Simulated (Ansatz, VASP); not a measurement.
GaN: VASP beside Ansatz

```
Ga N
1.0
     3.18636    0.00000    0.00000
    -1.59318    2.75947    0.00000
     0.00000    0.00000    5.16052
Ga N
2 2
Direct
  0.33333 0.66667 0.99873
  0.66667 0.33333 0.49873
  0.33333 0.66667 0.37627
  0.66667 0.33333 0.87627
```

Alike in both runs: functional LDA; k mesh 9 × 9 × 6; no spin polarisation.

Ansatz relaxed the structure, and its values are those at the end. VASP's run is a single point on that final structure, the one shown.

|  | VASP | Ansatz |
| --- | --- | --- |
| version | VASP 6.6.1 | Ansatz 0.2.0 |
| potentials or method | VASP PAW LDA potentials, release 64 (Ga_d, N) | scalar-relativistic, plane waves, PAW |
| plane-wave cutoff (eV) | 520 | 420 |
| occupations | gaussian, width 0.01 eV | fixed |
| valence electrons in the cell | 36 | 36 |

|  | VASP | Ansatz | Ansatz less VASP |
| --- | --- | --- | --- |
| gap on the k mesh at the Fermi level (eV) | 1.99 | 1.98 | -0.014 |
| least direct gap on the mesh (eV) | 1.99 | 1.98 | -0.014 |
| pressure (GPa) | -3.9 | -5.0 | -1.12 |

Ansatz warned: «stress_scf_threshold_loose».
